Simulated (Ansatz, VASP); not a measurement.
# CaGeS3: VASP beside Ansatz

One calculation is typed for both programs; each brings its own data sets. How far apart do they land? The cell is generated by rule, not measured, and may not be a known phase. The two relaxations start from unlike cells of this crystal (the structure described is Ansatz's start), so only their ends are compared.

Program: Ansatz 0.2.0. Level of theory: plane waves, with VASP 6.6.1 beside it; relaxation of cell and atoms at PBEsol. Results are calculated unless marked as measured.

The structure was built from a prototype and need not be the compound's stable phase.

**1. The structure**

The structure is tetragonal, space group I4/mcm (No. 140). Conventional cell: a = 6.648 Å, b = 6.648 Å, c = 9.402 Å, α = 90.00°, β = 90.00°, γ = 90.00°. Nearest to Ca lie 8 S at 2.93 to 3.32 Å. Nearest to Ge lie 6 S at 2.35 to 2.43 Å. Nearest to S lie 2 Ge at 2.43 Å and 2 Ca at 2.93 Å. Nearest to S lie 2 Ge at 2.35 Å and 4 Ca at 3.32 Å. Farther neighbours and most contacts between anions are not listed.

**2. Ansatz: relaxation of cell and atoms, PBEsol**

Ansatz runs on its PAW soft_1 files.

The relaxed volume is the usual yardstick between codes: in a stiff, nearly cubic crystal its relative difference is about their pressure difference at one cell divided by the bulk modulus.

input.yaml

```yaml
crystal:
  lattice:
    - [4.7007771819, 4.7007771819, 0.0]
    - [4.7007771819, 0.0, 4.7007771819]
    - [4.7007771819, 0.0, -4.7007771819]
  atoms:
    - { symbol: Ca, position: [0.0, 0.0, 0.0] }
    - { symbol: Ca, position: [0.0, 0.5, 0.5] }
    - { symbol: Ge, position: [0.5, 0.25, 0.75] }
    - { symbol: Ge, position: [0.5, 0.75, 0.25] }
    - { symbol: S, position: [0.5, 0.5638192342, 0.5638192342] }
    - { symbol: S, position: [0.5, -0.0638192342, -0.0638192342] }
    - { symbol: S, position: [0.0, 0.5, 0.0] }
    - { symbol: S, position: [0.0, 0.0, 0.5] }
    - { symbol: S, position: [0.5, 0.4361807658, 0.0638192342] }
    - { symbol: S, position: [0.5, 0.0638192342, 0.4361807658] }
kpoints:
  mp_grid: { grid: [8, 8, 8] }
hamiltonian:
  xc: pbesol
  pseudopotentials: { kind: paw, azcp: { folder: soft_1 }, xc_functional: pbe }
scf:
  occupations: { method: methfessel_paxton, width: 0.2 }
output:
  forces: true
  stress: true
  eigenvalues: true
relax:
  adjacent_minimum: "off"
  f_tol: 0.002
  max_steps: 120
  cell: { stress_tol: 0.03 }
```

On the command line:

```bash
$ ansatz run input.yaml --threads 4 --pin off --max-ram 16384MiB --backend cpu --events-out ev --progress --plain --runs-dir out
```

Numbers of over 12 decimals in the logs are rounded to 6 here.

Output:

```text
Engine: ansatz 0.2.0, aarch64-unknown-linux-gnu
Pseudopotentials: kind: paw
Pseudopotential: Ca, paw, valence charge 10, recommended cutoff 420 eV (normal), soft_1/Ca.paw.azcp
Pseudopotential: Ge, paw, valence charge 14, recommended cutoff 420 eV (normal), soft_1/Ge.paw.azcp
Pseudopotential: S, paw, valence charge 6, recommended cutoff 420 eV (normal), soft_1/S.paw.azcp
Functional definition: PBEsol
  exchange = pbesol_x
  correlation = pbesol_c
Crystal: 10 atoms, lattice volume = 207.749 Å³
Basis set: ecut = 420 eV, 4015 PW (Γ), exchange–correlation on 90×90×90 points (8 copies of the dense FFT grid, shifted against one another)
Bands: 52, of which v1, the nominal top of the filled ones, is band 42 counted from 1 (41 counted from 0)
Symmetry: 16 space group operations
Space group: I4/mcm (ITA 140), of the structure as read, at distance tolerance 5.9e-5 Å
k-points: 59 of 512
Non-local potential: Ca, projectors of the file, l = 0: 3, l = 1: 2, l = 2: 2
Non-local potential: Ge, projectors of the file, l = 0: 2, l = 1: 2, l = 2: 3, l = 3: 1
Non-local potential: S, projectors of the file, l = 0: 2, l = 1: 2, l = 2: 1
PAW form: soft (Blöchl's): semilocal exchange-correlation on the pseudo side does not see the compensation charge
PAW frozen core: Ca, regenerated for the run's functional, and the local potential with it (the file was generated under x = pbe(κ = 0.804, μ = 0.219515), c = pbe(β = 0.066725))
PAW frozen core: Ge, regenerated for the run's functional, and the local potential with it (the file was generated under x = pbe(κ = 0.804, μ = 0.219515), c = pbe(β = 0.066725))
PAW frozen core: S, regenerated for the run's functional, and the local potential with it (the file was generated under x = pbe(κ = 0.804, μ = 0.219515), c = pbe(β = 0.066725))
PAW one-centre angular grid: Ca, 110 points (default); XC on 64 Gauss nodes
PAW one-centre angular grid: Ge, 590 points (default); XC on 64 Gauss nodes
PAW one-centre angular grid: S, 110 points (default); XC on 64 Gauss nodes
Initial density: superposition of atomic densities (chi_scale 0.1, normalization cell, long waves kept (reshape's long-wave potential 0.01 eV rms))
Initial wavefunctions: pseudopotential atomic-orbital guess
Functional: x = pbesol(κ = 0.804, μ = 0.123457), c = pbesol(β = 0.046)
SCF iter   1: F=—  HF=-17414.500384 eV  |F-HF|=—  |Δ(HF+E_count)|=         —  Δρ=4.72e-2  dr2=9.31e0  ethr=3.10e-3  ⟨swp⟩=11.9  Hψ=15957  notcnv=0
preconditioner: auto → Kerker (q_TF=auto, 2.346 Å⁻¹)  [metal: Δε(μ)=0.057 eV  Ē_g=7.372 eV  σ=0.200 eV  W_gap=0.24  n_scr=58 (ndim 8)  ℏωp=17.8 eV  f_vac=0.000  D(μ)=2.17/eV (n_scr^D=14)]
SCF iter   2: F=—  HF=-17412.453327 eV  |F-HF|=—  |Δ(HF+E_count)|=    2.05e0  S|Δr|=    0.00e0  Δρ=2.44e-2  dr2=2.75e0  ethr=3.10e-3  ⟨swp⟩=3.4  Hψ=6037  notcnv=0  defer=198
SCF iter   3: F=—  HF=-17411.669305 eV  |F-HF|=—  |Δ(HF+E_count)|=   7.84e-1  S|Δr|=    0.00e0  Δρ=6.62e-3  dr2=2.54e-1  ethr=3.10e-3  ⟨swp⟩=4.4  Hψ=7988  notcnv=0  defer=201
SCF iter   4: F=—  HF=-17411.600465 eV  |F-HF|=—  |Δ(HF+E_count)|=   6.88e-2  S|Δr|=    0.00e0  Δρ=2.65e-3  dr2=2.73e-2  ethr=3.02e-4  ⟨swp⟩=3.0  Hψ=5830  notcnv=0  defer=202
SCF iter   5: F=—  HF=-17411.590977 eV  |F-HF|=—  |Δ(HF+E_count)|=   9.49e-3  S|Δr|=    0.00e0  Δρ=1.39e-3  dr2=5.43e-3  ethr=3.24e-5  ⟨swp⟩=2.2  Hψ=5333  notcnv=0  defer=192
SCF iter   6: F=—  HF=-17411.589994 eV  |F-HF|=—  |Δ(HF+E_count)|=   9.82e-4  S|Δr|=    0.00e0  Δρ=4.31e-4  dr2=4.83e-4  ethr=6.46e-6  ⟨swp⟩=2.1  Hψ=5278  notcnv=0  defer=189
SCF iter   7: F=—  HF=-17411.590073 eV  |F-HF|=—  |Δ(HF+E_count)|=   7.83e-5  S|Δr|=    0.00e0  Δρ=1.22e-4  dr2=5.01e-5  ethr=5.76e-7  ⟨swp⟩=2.8  Hψ=5344  notcnv=0  defer=189
SCF iter   8: F=—  HF=-17411.590044 eV  |F-HF|=—  |Δ(HF+E_count)|=   2.90e-5  S|Δr|=    0.00e0  Δρ=4.06e-5  dr2=4.70e-6  ethr=5.97e-8  ⟨swp⟩=2.4  Hψ=4291  notcnv=0  defer=186
SCF iter   9: F=—  HF=-17411.590046 eV  |F-HF|=—  |Δ(HF+E_count)|=   2.27e-6  S|Δr|=    0.00e0  Δρ=1.11e-5  dr2=4.98e-7  ethr=5.60e-9  ⟨swp⟩=3.0  Hψ=5949  notcnv=0  defer=186
SCF iter  10: F=-17411.590046 eV  HF=-17411.590046 eV  |F-HF|=2.54e-8  |Δ(HF+E_count)|=   1.94e-7  S|Δr|=    0.00e0  Δρ=3.09e-6  dr2=4.91e-8  ethr=1.19e-10  ⟨swp⟩=16.4  Hψ=17616  notcnv=0
SCF 1 converged in 10 iterations: F = -17411.590046 eV  dr2 = 4.91e-8
  greatest PAW one-centre occupation: 0.999 electrons in one spin orbital (limit 2), on the Ge atom at site 2 (counted from 0), in its partial waves of l = 2
relax step   1: F+E_penalty+E_count = -17411.59004600 eV  Δ(F+E_penalty+E_count) = +0.000e0 eV  max|allowed force component| = 2.044e-1 eV/Å  Δτ_max = 0.0000 Å  P = -1.205 GPa  Ω = 207.749 Å³  (10 SCF iters, dr2 threshold 1.00e-7 eV, accepted)
[...]
relax step   7: F+E_penalty+E_count = -17412.08322473 eV  Δ(F+E_penalty+E_count) = -1.736e-6 eV  max|allowed force component| = 4.600e-4 eV/Å  Δτ_max = 0.0002 Å  P = -0.002 GPa  Ω = 199.997 Å³  energy of the carried Pulay correction = -5.187e-6 eV  (6 SCF iters, dr2 threshold 2.78e-9 eV, accepted)
[...]
relax step   8: F+E_penalty+E_count = -17412.08322847 eV  Δ(F+E_penalty+E_count) = -3.733e-6 eV  max|allowed force component| = 4.561e-4 eV/Å  Δτ_max = 0.0000 Å  P = -0.002 GPa  Ω = 199.997 Å³  stress off target by 3.24e-3 GPa  SCF on the basis re-selected at this cell (its energy is not comparable with the rows above)  (7 SCF iters)
basis re-selected at this cell: Δ(F+E_penalty+E_count) = -3.733e-6 eV, ΔP = +0.000 GPa vs the last step (what re-selecting the basis moved, of the pressure what is left beyond the Pulay correction that the steps carried, after the strain that the cell walked since its last selection, with what the two solves' SCF thresholds leave and, on support functions, any second-order correction that the steps lacked; it is no m [...]
SCF converged after 7 iterations
Stability not checked: this state was not tested for a lower state beside it, because cold or Methfessel-Paxton smearing, or corrected tetrahedra, fill the levels in a way that the test cannot read (fill_not_monotonic; see scf.lower_state_search)
Free energy (F): -17412.083228 eV
Harris-Foulkes:  -17412.083228 eV  (|F-HF|=2.55e-11)
Internal energy: -17412.099207 eV  (E = F + TS)
E sigma→0 (E₀):  -17412.087223 eV
Entropy (-TS):   0.015978 eV (1.598 meV/atom)
Fermi energy:    7.403006 eV
--- Per-component energies (eV) ---
  E_band       = -544.439842
  E_kinetic    = 1328.621375
  E_local      = -6906.616780  (includes V_loc(G=0)·N_el)
  E_nonlocal   = 833.249706
  E_hartree    = 2969.393742
  E_xc         = -924.775957
  E_vxc        = -943.831786  (∫ρ·V_xc dr)
  E_paw        = -9190.630928  (= ΣΔE_a)
  E_vpaw       = -794.650053  (= ΣTr[D̂ρ^β])
  E_aug_tail   = 0.000023  (compensation charges beyond the density's cutoff)
  E_ewald      = -5523.785548
  E_core_change = 2.445161  (= ΣΔE_core)
  E_smearing   = 0.015978  (= −TS)
  E_closure    = 0.000000  (closes the sum)
  Σ components = -17412.083228   (vs F -17412.083228, Δ=0.00e0)
--- Forces (eV/Å), atoms counted from 1 ---
  atom   1  Ca     0.00000000     0.00000000     0.00000000
  atom   2  Ca     0.00000000     0.00000000     0.00000000
  atom   3  Ge     0.00000000    -0.00000000     0.00000000
  atom   4  Ge     0.00000000    -0.00000000    -0.00000000
  atom   5  S      0.00045615     0.00000000     0.00000000
  atom   6  S     -0.00045615     0.00000000     0.00000000
  atom   7  S      0.00000000     0.00000000     0.00000000
  atom   8  S      0.00000000     0.00000000     0.00000000
  atom   9  S      0.00000000     0.00000000    -0.00045615
  atom  10  S      0.00000000     0.00000000     0.00045615
  max |Σ_I F_I| component: 1.73e-18 eV/Å
--- Stress (GPa, compression-positive) ---
       -0.003243       0.000000       0.000000
        0.000000       0.001763       0.000000
        0.000000       0.000000      -0.003243
  P = ⅓ Tr σ = -0.0016 GPa (-0.016 kbar)
--- Band table (eV; the first three rows and the last of 59) ---
  k-point 0: bands = [... 38 lower, 7.0343, 7.1862, 7.1862, 7.3646, 7.3646, 9.3056, 10.5815, 10.9641, ... 6 higher]
  k-point 1: bands = [... 38 lower, 6.7562, 7.1368, 7.2682, 7.3569, 7.7171, 9.4800, 10.6082, 10.8177, ... 6 higher]
  k-point 2: bands = [... 38 lower, 6.6979, 6.9581, 7.1151, 7.2638, 8.0432, 9.3326, 10.7628, 10.9034, ... 6 higher]
  k-point 58: bands = [... 38 lower, 6.2156, 6.2397, 7.1349, 7.1349, 8.7819, 10.1195, 10.3544, 10.6910, ... 6 higher]
--- Relaxed structure (6 steps of the walk, 6 accepted, 2 SCFs on fresh bases) ---
  F+E_penalty+E_count = -17412.08322847 eV   max|allowed force component| = 4.561e-4 eV/Å   (the final SCF, on the basis selected at the relaxed cell)
  cell:  # Å, volume = 199.9968 Å³
    - [4.464508, 5.017020, 0.0]
    - [4.464508, 0.0, 4.464508]
    - [4.464508, 0.0, -4.464508]
  atoms:
    - { symbol: Ca, position: [0, 0, 0] }
    - { symbol: Ca, position: [0, 0.500000, 0.500000] }
    - { symbol: Ge, position: [0.500000, 0.250000, 0.750000] }
    - { symbol: Ge, position: [0.500000, 0.750000, 0.250000] }
    - { symbol: S, position: [0.500000, 0.582092, 0.582092] }
    - { symbol: S, position: [0.500000, -0.082092, -0.082092] }
    - { symbol: S, position: [0, 0.500000, 0.0] }
    - { symbol: S, position: [0, 0.0, 0.500000] }
    - { symbol: S, position: [0.500000, 0.417908, 0.082092] }
    - { symbol: S, position: [0.500000, 0.082092, 0.417908] }
```

(Part 1 of 2 ends here.)

[Lines on the potential files, build, host, timing and source positions are cut from VASP's logs without a mark.]

[Logs are printed without paths, hosts, clocks, repeated set-up lines and the standing remarks that a program may print on its own settings, such as how far it seeks lower states.]

[Hosts, paths, dates, database ids (printed as entryN), source tags and the programs' standing remarks are cut or masked in the printed files.]
